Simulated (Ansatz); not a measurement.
# C (C2/m) in Ansatz: a series of runs

Runs on C. Level: HSE06. Tasks: band structure, single point, equation of state.

Program: Ansatz 0.2.0. These are calculated values, not measurements. Logs are shortened: lines on timing, memory, paths and dates and some standing lists are left out, and cuts for length are marked.

**1. The structure**

Symmetry: C2/m, No. 12, monoclinic system. Conventional cell: a = 4.255 Å, b = 2.457 Å, c = 3.765 Å, α = 90.00°, β = 111.49°, γ = 90.00°. C (site symmetry m) has 3 C at 1.42 Å as nearest neighbours.

This is a stacking variant of graphite.

**2. Band structure, HSE06**

Contents of input:

```
crystal:
  lattice:
    - [2.1273203072, -1.22828244, 0.0]
    - [2.1273203072, 1.22828244, 0.0]
    - [-1.3790696309, 0.0, 3.5028300786]
  atoms:
    - { symbol: C, position: [0.16664447, 0.16664447, 0.99990696] }
    - { symbol: C, position: [0.83335553, 0.83335553, 9.304e-05] }
hamiltonian:
  xc: hse06
  pseudopotentials: { kind: paw }
kpoints:
  mp_grid: { grid: [8, 8, 6] }
  band_path:
    path:
      - [[0.0, 0.0, 0.0], [0.5, 0.5, -1.0], [0.4123194886, 0.4123194886, -1.119026649], [0.5, 0.5, -0.5], [0.6935932999, 0.3064067001, -0.5]]
      - [[0.3064067001, -0.3064067001, 0.5], [0.0, 0.0, 0.5], [0.5876805114, 0.5876805114, 0.119026649]]
      - [[0.5, 0.5, -1.0], [0.6104897536, 0.3895102464, -1.0]]
      - [[0.3895102464, -0.3895102464, 0.0], [0.0, 0.0, 0.0], [0.5, 0.0, -0.5]]
      - [[0.5, 0.0, 0.0], [0.0, 0.0, 0.0]]
    npoints: 4
scf:
  occupations: { method: fermi_dirac, width: 0.05 }
  n_extra_bands: 6
output:
  forces: true
  stress: true
  eigenvalues: true
  fatbands: false
```

Potentials or basis: Ansatz PAW.

What it wrote:

```text
[... 2 lines left out ...]
scf.n_extra_bands = 6 over 4 filled bands (N_el = 8.0): the run solves 10 bands
GPUs: using 1 of 1 available (devices: 1).
Engine: ansatz 0.2.0, x86_64-unknown-linux-gnu
Pseudopotentials: kind: paw
Pseudopotential: C, paw, valence charge 4, recommended cutoff 420 eV (normal), C.paw.azcp
Functional definition: HSE06
  parameter a = 0.25
  parameter omega = 0.11/bohr
  exchange = pbe_x - a*pbe_x_sr(omega) + a*exact_x_sr(omega)
  correlation = pbe_c
device memory: the entry about to start is reckoned to put 0.6 GiB on a device that reports 66.6 GiB free (of which the cap on the GPU budget leaves the run 18.0 GiB)
GPU FFT provider: cuFFT
GPU libraries: cuBLAS 13.8.2, cuFFT 12.4.0, cuSOLVER 12.3.4
Crystal: 2 atoms, lattice volume = 18.305 Å³
Basis set: ecut = 420 eV, 359 PW (Γ), exchange–correlation on 36×36×54 points (8 copies of the dense FFT grid, shifted against one another)
Bands: 10, of which v1, the nominal top of the filled ones, is band 4 counted from 1 (3 counted from 0)
Symmetry: 4 space group operations
Space group: C2/m (ITA 12), of the structure as read, at distance tolerance 2.6e-5 Å
k-points: 114 of 384
Non-local potential: C, projectors of the file, l = 0: 2, l = 1: 2, l = 2: 1
PAW form: soft (Blöchl's): semilocal exchange-correlation on the pseudo side does not see the compensation charge
PAW frozen core: C, regenerated for the run's functional, and the local potential with it (the file was generated under x = pbe(κ = 0.804, μ = 0.2195149727645171), c = pbe(β = 0.06672455060314922))
PAW one-centre angular grid: C, 110 points (default); XC on 64 Gauss nodes
Initial density: superposition of atomic densities (neutral atoms: chi_scale 0, normalization atom), corrected by the library's trained network
Initial wavefunctions: pseudopotential atomic-orbital guess
GPU buffer pool allocated for 8748 grid points (all kernels)
GPU transforms: local potential and band sums: pruned to the plane-wave sphere, on 18×18×25
Functional: x = pbe(κ = 0.804, μ = 0.2195149727645171), c = pbe(β = 0.06672455060314922), warm-up for x = pbe(κ = 0.804, μ = 0.2195149727645171) + 0.25 (exact − pbe) at short range (hse, ω = 0.20786987370883472 Å⁻¹), c = pbe(β = 0.06672455060314922); HSE06 as pw.x's `hse` composes it (authors' and Libxc's form: `xc: wpbeh`)
SCF iter   1: F=—  HF=-501.868130 eV  |F-HF|=—  |Δ(HF+E_count)|=         —  Δρ=2.66e-3  dr2=1.40e-3  ethr=1.77e-3  ⟨swp⟩=7.1  Hψ=5541  notcnv=0
preconditioner: auto → none  [insulator: Δε(μ)=1.653 eV  Ē_g=21.193 eV  σ=0.050 eV  W_gap=1.00  n_scr=2 (ndim 8)  ℏωp=24.5 eV  f_vac=0.025  D(μ)=0.00/eV (n_scr^D=0)]
iter 2 solved again at ethr=1.38e-6 eV; its pass at ethr=1.75e-5 eV (dr2=1.10e-4 eV) is discarded
SCF iter   2: F=-501.868068 eV  HF=-501.867976 eV  |F-HF|=9.14e-5  |Δ(HF+E_count)|=   1.54e-4  Δρ=1.02e-3  dr2=1.11e-4  ethr=1.38e-6  ⟨swp⟩=2.1  Hψ=3944  notcnv=0
SCF 1 stopped early in 2 iterations: F = -501.868068 eV  dr2 = 1.11e-4
device memory: the entry about to start is reckoned to put 1.2 GiB on a device that reports 66.1 GiB free (of which the cap on the GPU budget leaves the run 18.0 GiB)
GPU FFT provider: cuFFT
GPU libraries: cuBLAS 13.8.2, cuFFT 12.4.0, cuSOLVER 12.3.4
Initial density: handed on by an earlier stage of this run
Initial wavefunctions: those handed on with the density
GPU buffer pool allocated for 8748 grid points (all kernels)
GPU transforms: local potential and band sums: pruned to the plane-wave sphere, on 18×18×25
Functional: x = pbe(κ = 0.804, μ = 0.2195149727645171) + 0.25 (exact − pbe) at short range (hse, ω = 0.20786987370883472 Å⁻¹), c = pbe(β = 0.06672455060314922); HSE06 as pw.x's `hse` composes it (authors' and Libxc's form: `xc: wpbeh`)
[... 1 line left out ...]
Frozen-core exchange: fock
[... 6 lines left out ...]
SCF 2 stopped early in 5 iterations: F = -501.883523 eV  dr2 = 2.44e-7
  Residual-converged pass: ⟨swp⟩=3.0  Hψ=1867  notcnv=0  max |occ|·‖R‖ = 6.6e-6 eV (tolerance 6.7e-6 eV)  dr2=2.44e-7  dr2_onsite=2.77e-9  max |Δocc| = 1.3e-17
hybrid outer 1: dexx = +1.706e-3 eV, tail = 8.58e-6 eV
GPU FFT provider: cuFFT
GPU libraries: cuBLAS 13.8.2, cuFFT 12.4.0, cuSOLVER 12.3.4
GPU buffer pool allocated for 8748 grid points (all kernels)
GPU transforms: local potential and band sums: pruned to the plane-wave sphere, on 18×18×25
[... 1 line left out ...]
Frozen-core exchange: fock
[... 2 lines left out ...]
SCF iter   2: F=—  HF=-501.883596 eV  |F-HF|=—  |Δ(HF+E_count)|=   7.67e-8  Δρ=1.36e-5  dr2=1.30e-8  ethr=3.38e-9  ⟨swp⟩=3.0  Hψ=1888  notcnv=0
SCF iter   3: F=—  HF=-501.883596 eV  |F-HF|=—  |Δ(HF+E_count)|=   6.77e-8  Δρ=5.00e-6  dr2=2.55e-9  ethr=8.15e-11  ⟨swp⟩=4.1  Hψ=2681  notcnv=0  defer=15
SCF iter   4: F=-501.883596 eV  HF=-501.883596 eV  |F-HF|=3.87e-12  |Δ(HF+E_count)|=   1.03e-9  Δρ=6.21e-7  dr2=7.34e-11  ethr=2.93e-11  ⟨swp⟩=3.0  Hψ=2412  notcnv=0  defer=2
SCF 3 converged in 4 iterations: F = -501.883596 eV  dr2 = 7.34e-11
  Residual-converged pass: ⟨swp⟩=3.0  Hψ=2005  notcnv=0  max |occ|·‖R‖ = 4.4e-7 eV (tolerance 4.4e-7 eV)  dr2=7.29e-11  dr2_onsite=1.72e-12  max |Δocc| = 4.3e-20
hybrid outer 2: dexx = +1.222e-7 eV, tail = 3.64e-9 eV, Δε = 2.48e-3 eV (about 5.18e-5 eV left of the loop's levels), ΔF = 1.14e-4 eV/Å (tail 3.39e-5)
device memory: the entry about to start is reckoned to put 0.3 GiB on a device that reports 59.8 GiB free (of which the cap on the GPU budget leaves the run 18.0 GiB)
NSCF: frozen V_eff on 45 k-points, pencils in batches of 32, up to order 48
hybrid SCF converged: 2 outer / 9 inner (+2 warm-up), last move |dexx| = 1.22e-7 eV, tail = 3.64e-9 eV
Stability not checked: this state was not tested for a lower state beside it, because the functional holds exact exchange (a hybrid, or Hartree-Fock), whose exchange loop this test does not read (fock_operator; see scf.lower_state_search)
Free energy (F): -501.883596 eV
Frozen-core exchange: fock
Harris-Foulkes:  -501.883596 eV  (|F-HF|=3.87e-12)
Internal energy: -501.883596 eV  (E = F + TS)
E sigma→0 (E₀):  -501.883596 eV
Fermi energy:    6.627325 eV
--- Per-component energies (eV) ---
  E_band       = -32.647963
  E_kinetic    = 181.732849
  E_local      = -328.178172  (includes V_loc(G=0)·N_el)
  E_nonlocal   = 53.732357
  E_hartree    = 101.936110
  E_xc         = -77.773241
  E_vxc        = -95.340440  (∫ρ·V_xc dr)
  E_exx        = -18.002912  (= α·E_x^exact, valence–valence)
  E_paw        = -198.901475  (= ΣΔE_a)
  E_vpaw       = -12.460897  (= ΣTr[D̂ρ^β])
  E_aug_tail   = 0.000015  (compensation charges beyond the density's cutoff)
  E_ewald      = -216.394690
  E_core_change = -0.034436  (= ΣΔE_core)
  E_smearing   = -0.000000  (= −TS)
  E_closure    = 0.000000  (closes the sum)
  Σ components = -501.883596   (vs F -501.883596, Δ=5.68e-14)
--- Forces (eV/Å), atoms counted from 1 ---
  atom   1  C     -0.00568229     0.00000000     0.00624977
  atom   2  C      0.00568229    -0.00000000    -0.00624977
  max |Σ_I F_I| component: 8.67e-19 eV/Å
--- Stress (GPa, compression-positive) ---
       -3.625138      -0.000000      -0.035719
       -0.000000      -3.652551       0.000000
       -0.035718       0.000000       1.658104
  P = ⅓ Tr σ = -1.8732 GPa (-18.732 kbar)
--- Band table (eV; the first three rows and the last of 114) ---
  k-point 0: bands = ["-15.6943", "-1.4720", "2.5591", "2.5629", "10.8005", "15.9111", "15.9136", "19.6892", "20.6564", "30.3075"]
  k-point 1: bands = ["-15.6403", "-1.9574", "2.5563", "2.5596", "11.9804", "15.9029", "15.9033", "19.7259", "20.6206", "30.1688"]
  k-point 2: bands = ["-15.5283", "-2.8019", "2.5514", "2.5534", "14.7518", "15.8828", "15.8866", "19.8135", "20.5399", "26.2722"]
  k-point 113: bands = ["-9.8864", "-8.6549", "-1.1307", "3.9337", "8.9120", "14.9892", "18.9675", "19.4836", "25.6987", "27.7701"]
```

Wall time 46 s (1 × NVIDIA H100 80GB HBM3 with 2 threads of AMD EPYC 7R13 (Zen 3), shared host); peak memory 1.8 GiB.

What came out:

```yaml
Free_energy: -501.8836 eV
Pressure: -1.9 GPa
Largest_force: 0.008 eV/Å
Band_gap_along_the_path: 0.88 eV, direct
```

Forces on the atoms (eV/Å):
```
C   -0.006  0.000  0.006
C    0.006  0.000 -0.006
```

Stress tensor (GPa, compression positive):
```
-3.63  0.00 -0.04
 0.00 -3.65  0.00
-0.04  0.00  1.66
```

Levels at the corners of the path, in eV from the valence-band top:
```tsv
point	band 1	band 2	band 3	band 4	band 5	band 6	band 7	band 8	band 9
Γ	-21.85	-7.62	-3.59	-3.59	4.65	9.76	9.76	13.54	14.50
Y	-15.96	-14.75	-7.32	-2.78	2.17	8.53	14.19	15.54	20.82
F	-17.50	-12.97	-7.11	-3.23	3.43	8.70	10.65	17.14	20.73
L	-16.04	-14.81	-7.28	-2.22	2.76	8.84	12.82	13.33	19.55
I	-14.89	-13.52	-11.51	-1.02	1.66	11.54	14.59	14.96	18.56
I1	-14.89	-13.52	-11.51	-1.02	1.66	11.54	14.59	14.96	18.56
Z	-21.62	-9.33	-3.60	-3.60	9.72	9.73	10.64	13.71	14.34
F1	-17.50	-12.97	-7.11	-3.23	3.43	8.70	10.65	17.14	20.73
Y	-15.96	-14.75	-7.32	-2.78	2.17	8.53	14.19	15.54	20.82
X1	-15.14	-14.06	-10.39	-1.48	1.82	12.25	12.59	16.23	17.78
X	-15.14	-14.06	-10.39	-1.48	1.82	12.25	12.59	16.23	17.78
Γ	-21.85	-7.62	-3.59	-3.59	4.65	9.76	9.76	13.54	14.50
N	-15.96	-14.75	-7.32	-2.82	2.12	8.53	14.29	15.77	20.86
M	-16.04	-14.81	-7.28	-2.17	2.82	8.84	12.71	13.18	19.50
Γ	-21.85	-7.62	-3.59	-3.59	4.65	9.76	9.76	13.54	14.50
```

Caveat: the pressure holds a Pulay correction of +0.4 GPa for the finite cutoff; this functional lacks dispersion, which binds the layers, so the pressure and a relaxed spacing across them are unreliable; the PAW data sets come from PBE, with cores solved anew for the run's functional, which leaves a small shift of forces and pressure; the thresholds are loose for stress.

**3. Single point, HSE06, 8.60 Å³/atom (volume scaled by 0.94)**

Contents of input:

```
crystal:
  lattice:
    - [2.0838934217, -1.2032084158, 0.0]
    - [2.0838934217, 1.2032084158, 0.0]
    - [-1.3509174534, 0.0, 3.4313236862]
  atoms:
    - { symbol: C, position: [0.16664447, 0.16664447, 0.99990696] }
    - { symbol: C, position: [0.83335553, 0.83335553, 9.304e-05] }
hamiltonian:
  xc: hse06
  pseudopotentials: { kind: paw }
kpoints:
  mp_grid: { grid: [8, 8, 4] }
scf:
  occupations: { method: fermi_dirac, width: 0.05 }
output:
  forces: true
  stress: true
  eigenvalues: true
  write_density: true
  write_potential: true
  elf: true
  volumetric_format: npy
```

Potentials or basis: Ansatz PAW.

Wall time 24 s (1 × NVIDIA H100 80GB HBM3 with 2 threads of AMD EPYC 7R13 (Zen 3), shared host); peak memory 1.5 GiB.

The run converged. Its results:

* Free energy: -501.8342 eV
* Pressure: 17.1 GPa
* Largest force: 0.007 eV/Å
* Band gap on the k mesh: 2.14 eV, direct

Caveat: the k mesh is coarse (spacing up to 0.46 Å⁻¹), so the values aren't converged, least of all with exact exchange; the pressure holds a Pulay correction of +0.4 GPa for the finite cutoff; this functional lacks dispersion, which binds the layers, so the pressure and a relaxed spacing across them are unreliable; the PAW data sets come from PBE, with cores solved anew for the run's functional, which leaves a small shift of forces and pressure; the thresholds are loose for stress.

**4. Single point, HSE06, 8.79 Å³/atom (volume scaled by 0.96)**

Contents of input:

```
crystal:
  lattice:
    - [2.098569211, -1.2116819937, 0.0]
    - [2.098569211, 1.2116819937, 0.0]
    - [-1.36043127, 0.0, 3.4554887337]
  atoms:
    - { symbol: C, position: [0.16664447, 0.16664447, 0.99990696] }
    - { symbol: C, position: [0.83335553, 0.83335553, 9.304e-05] }
hamiltonian:
  xc: hse06
  pseudopotentials: { kind: paw }
kpoints:
  mp_grid: { grid: [8, 8, 4] }
scf:
  occupations: { method: fermi_dirac, width: 0.05 }
output:
  forces: true
  stress: true
  eigenvalues: true
```

It took 17 s on 1 × NVIDIA H100 80GB HBM3 with 2 threads of AMD EPYC 7R13 (Zen 3), shared host; peak memory 1.6 GiB.

It converged, with:

```yaml
Free_energy: -501.8654 eV
Pressure: 10.2 GPa
Largest_force: 0.007 eV/Å
Band_gap_on_the_k_mesh: 2.12 eV, direct
```

Caveat: the k mesh is coarse (spacing up to 0.45 Å⁻¹), so the values aren't converged, least of all with exact exchange; the pressure holds a Pulay correction of +0.4 GPa for the finite cutoff; this functional lacks dispersion, which binds the layers, so the pressure and a relaxed spacing across them are unreliable; the PAW data sets come from PBE, with cores solved anew for the run's functional, which leaves a small shift of forces and pressure; the thresholds are loose for stress.

**5. Single point, HSE06, 8.97 Å³/atom (volume scaled by 0.98)**

Edit input of step 4 so:

```diff
@@ -2,5 +2,5 @@
   lattice:
-    - [2.098569211, -1.2116819937, 0.0]
-    - [2.098569211, 1.2116819937, 0.0]
-    - [-1.36043127, 0.0, 3.4554887337]
+    - [2.1130425595, -1.2200386853, 0.0]
+    - [2.1130425595, 1.2200386853, 0.0]
+    - [-1.3698138511, 0.0, 3.4793204435]
   atoms:
```

Run time: 28 s. Hardware: 1 × NVIDIA H100 80GB HBM3 with 2 threads of AMD EPYC 7R13 (Zen 3), shared host; peak memory 1.5 GiB.

Results (log left out):

| Item | Value |
| --- | --- |
| Free energy | -501.8814 eV |
| Pressure | 3.9 GPa |
| Largest force | 0.007 eV/Å |
| Band gap on the k mesh | 2.09 eV, direct |

Caveat: the k mesh is coarse (spacing up to 0.45 Å⁻¹), so the values aren't converged, least of all with exact exchange; the pressure holds a Pulay correction of +0.4 GPa for the finite cutoff; this functional lacks dispersion, which binds the layers, so the pressure and a relaxed spacing across them are unreliable; the PAW data sets come from PBE, with cores solved anew for the run's functional, which leaves a small shift of forces and pressure; the thresholds are loose for stress.

**6. Single point, HSE06, 9.15 Å³/atom**

Edit input of step 5 so:

```diff
@@ -2,5 +2,5 @@
   lattice:
-    - [2.1130425595, -1.2200386853, 0.0]
-    - [2.1130425595, 1.2200386853, 0.0]
-    - [-1.3698138511, 0.0, 3.4793204435]
+    - [2.1273203072, -1.22828244, 0.0]
+    - [2.1273203072, 1.22828244, 0.0]
+    - [-1.3790696309, 0.0, 3.5028300786]
   atoms:
```

Potentials or basis: Ansatz PAW.

Run time: 32 s. Hardware: 1 × NVIDIA H100 80GB HBM3 with 2 threads of AMD EPYC 7R13 (Zen 3), shared host; peak memory 1.6 GiB.

It converged, with:

| Property | Result |
| --- | --- |
| Free energy | -501.8837 eV |
| Pressure | -1.9 GPa |
| Largest force | 0.007 eV/Å |
| Band gap on the k mesh | 2.07 eV, direct |

Caveat: the k mesh is coarse (spacing up to 0.45 Å⁻¹), so the values aren't converged, least of all with exact exchange; the pressure holds a Pulay correction of +0.4 GPa for the finite cutoff; this functional lacks dispersion, which binds the layers, so the pressure and a relaxed spacing across them are unreliable; the PAW data sets come from PBE, with cores solved anew for the run's functional, which leaves a small shift of forces and pressure; the thresholds are loose for stress.

**7. Single point, HSE06, 9.34 Å³/atom (volume scaled by 1.02)**

Edit input of step 6 so:

```diff
@@ -2,5 +2,5 @@
   lattice:
-    - [2.1273203072, -1.22828244, 0.0]
-    - [2.1273203072, 1.22828244, 0.0]
-    - [-1.3790696309, 0.0, 3.5028300786]
+    - [2.1414089317, -1.2364169979, 0.0]
+    - [2.1414089317, 1.2364169979, 0.0]
+    - [-1.3882028085, 0.0, 3.5260283048]
   atoms:
```

Wall time 28 s (1 × NVIDIA H100 80GB HBM3 with 2 threads of AMD EPYC 7R13 (Zen 3), shared host); peak memory 1.6 GiB.

It converged, with:

* Free energy: -501.8732 eV
* Pressure: -7.2 GPa
* Largest force: 0.008 eV/Å
* Band gap on the k mesh: 2.04 eV, direct

Caveat: the k mesh is coarse (spacing up to 0.45 Å⁻¹), so the values aren't converged, least of all with exact exchange; the pressure holds a Pulay correction of +0.4 GPa for the finite cutoff; this functional lacks dispersion, which binds the layers, so the pressure and a relaxed spacing across them are unreliable; the PAW data sets come from PBE, with cores solved anew for the run's functional, which leaves a small shift of forces and pressure; the thresholds are loose for stress.

**8. Single point, HSE06, 9.52 Å³/atom (volume scaled by 1.04)**

Edit input of step 7 so:

```diff
@@ -2,5 +2,5 @@
   lattice:
-    - [2.1414089317, -1.2364169979, 0.0]
-    - [2.1414089317, 1.2364169979, 0.0]
-    - [-1.3882028085, 0.0, 3.5260283048]
+    - [2.1553145742, -1.2444459046, 0.0]
+    - [2.1553145742, 1.2444459046, 0.0]
+    - [-1.3972173651, 0.0, 3.5489252341]
   atoms:
```

Run time: 24 s. Hardware: 1 × NVIDIA H100 80GB HBM3 with 2 threads of AMD EPYC 7R13 (Zen 3), shared host; peak memory 1.6 GiB.

It converged, with:

```
Free energy            : -501.8513 eV
Pressure               : -12.0 GPa
Largest force          : 0.008 eV/Å
Band gap on the k mesh : 2.02 eV, direct
```

Caveat: the k mesh is coarse (spacing up to 0.44 Å⁻¹), so the values aren't converged, least of all with exact exchange; the pressure holds a Pulay correction of +0.4 GPa for the finite cutoff; this functional lacks dispersion, which binds the layers, so the pressure and a relaxed spacing across them are unreliable; the PAW data sets come from PBE, with cores solved anew for the run's functional, which leaves a small shift of forces and pressure; the thresholds are loose for stress.

**9. Single point, HSE06, 9.70 Å³/atom (volume scaled by 1.06)**

Edit input of step 8 so:

```diff
@@ -2,5 +2,5 @@
   lattice:
-    - [2.1553145742, -1.2444459046, 0.0]
-    - [2.1553145742, 1.2444459046, 0.0]
-    - [-1.3972173651, 0.0, 3.5489252341]
+    - [2.1690430626, -1.2523725254, 0.0]
+    - [2.1690430626, 1.2523725254, 0.0]
+    - [-1.4061170787, 0.0, 3.5715304629]
   atoms:
```

Potentials or basis: Ansatz PAW.

It used 12 s of CPU time on 1 × NVIDIA H100 80GB HBM3 with 2 threads of AMD EPYC 7R13 Processor (Zen 3) (shared host), which was overloaded at the time.

It converged, with:

```
Free energy            : -501.8188 eV
Pressure               : -16.4 GPa
Largest force          : 0.008 eV/Å
Band gap on the k mesh : 2.00 eV, direct
```

Caveat: the k mesh is coarse (spacing up to 0.44 Å⁻¹), so the values aren't converged, least of all with exact exchange; the pressure holds a Pulay correction of +0.4 GPa for the finite cutoff; this functional lacks dispersion, which binds the layers, so the pressure and a relaxed spacing across them are unreliable; the PAW data sets come from PBE, with cores solved anew for the run's functional, which leaves a small shift of forces and pressure; the thresholds are loose for stress.

**10. Equation of state, HSE06**

Potentials or basis: Ansatz PAW.

This step only gathers the single runs of the series.

What came out:

```
Equilibrium volume                        : 9.09 Å³/atom
Bulk modulus at fixed shape and positions : 283 GPa
Pressure derivative of the bulk modulus   : 3.5
```

Energy against volume, from the lowest point:
| volume (Å³/atom) | energy (meV/atom) |
| --- | --- |
| 8.604 | 24.73 |
| 8.787 | 9.14 |
| 8.970 | 1.13 |
| 9.153 | 0.00 |
| 9.336 | 5.21 |
| 9.519 | 16.19 |
| 9.702 | 32.41 |

Caveat: the k mesh is coarse (spacing up to 0.45 Å⁻¹), so the values aren't converged, least of all with exact exchange; the cell was scaled at fixed shape and fractional positions, which overstates the stiffness of a crystal with free parameters, most of all of layers and chains; the PAW data sets were made with another functional, which shifts forces and pressure a little; this functional lacks dispersion, which binds the layers, so the pressure and a relaxed spacing across them are unreliable.
